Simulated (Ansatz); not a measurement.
Input, command and steps of an Ansatz relaxation.

```yaml
crystal:
  lattice:
    - [0.0, 2.7898410364, 2.7898410364]
    - [2.7898410364, 0.0, 2.7898410364]
    - [2.7898410364, 2.7898410364, 0.0]
  atoms:
    - { symbol: Al, position: [0.0, 0.0, 0.0] }
    - { symbol: Cu, position: [0.5, 0.5, 0.5] }
    - { symbol: Cu, position: [0.25, 0.25, 0.25] }
    - { symbol: Cu, position: [0.75, 0.75, 0.75] }
basis:
  ecutwfc: 500
kpoints:
  mp_grid: { grid: [12, 12, 12] }
hamiltonian:
  xc: r2scan
scf:
  occupations: { method: gaussian, width: 0.1 }
output:
  forces: true
  stress: true
  eigenvalues: true
relax:
  adjacent_minimum: "off"
  f_tol: 0.008
  max_steps: 50
  cell: { stress_tol: 0.08, p_target: 20.0 }
```

```bash
ansatz run input.yaml --threads 1 --pin off --max-ram 2560MiB --backend cpu --events-out ev --progress --plain --runs-dir out
```

All numbers below come from DFT r2SCAN, scalar-relativistic, plane waves, PAW (Ansatz 0.2.0).

Of 4 frames 3 are shown, positions in Å and forces in eV/Å; the SCF threshold varies from step to step. Steps run on the plane waves of an earlier cell, with a Pulay correction in the pressure. The basis is chosen afresh for the last frame, the zero of the energies, and at times for earlier ones too; energy and pressure step there, also at an unchanged geometry. The relaxation lowers the enthalpy F + PV at the target pressure, so the free energy itself can rise.

```xyz
4
Lattice="0.0000 2.7898 2.7898 2.7898 0.0000 2.7898 2.7898 2.7898 0.0000" Properties=species:S:1:pos:R:3:forces:R:3 pbc="T T T" step=1 free_energy_over_end_meV_per_atom=3.73 pressure_GPa=20.65
Al    0.0000    0.0000    0.0000    0.0000    0.0000    0.0000
Cu    2.7898    2.7898    2.7898    0.0000    0.0000    0.0000
Cu    1.3949    1.3949    1.3949    0.0000    0.0000    0.0000
Cu    4.1848    4.1848    4.1848    0.0000    0.0000    0.0000
4
Lattice="0.0000 2.7914 2.7914 2.7914 0.0000 2.7914 2.7914 2.7914 0.0000" Properties=species:S:1:pos:R:3:forces:R:3 pbc="T T T" step=2 free_energy_over_end_meV_per_atom=1.43 pressure_GPa=20.25
Al    0.0000    0.0000    0.0000    0.0000    0.0000    0.0000
Cu    2.7914    2.7914    2.7914    0.0000    0.0000    0.0000
Cu    1.3957    1.3957    1.3957    0.0000    0.0000    0.0000
Cu    4.1871    4.1871    4.1871    0.0000    0.0000    0.0000
4
Lattice="0.0000 2.7924 2.7924 2.7924 0.0000 2.7924 2.7924 2.7924 0.0000" Properties=species:S:1:pos:R:3:forces:R:3 pbc="T T T" step=4 free_energy_over_end_meV_per_atom=0.00 pressure_GPa=20.00
Al    0.0000    0.0000    0.0000    0.0000    0.0000    0.0000
Cu    2.7924    2.7924    2.7924    0.0000    0.0000    0.0000
Cu    1.3962    1.3962    1.3962    0.0000    0.0000    0.0000
Cu    4.1885    4.1885    4.1885    0.0000    0.0000    0.0000
```

Time: 48 s on 1 thread of Arm Neoverse V2, with other jobs on the host, peak memory 0.52 GiB.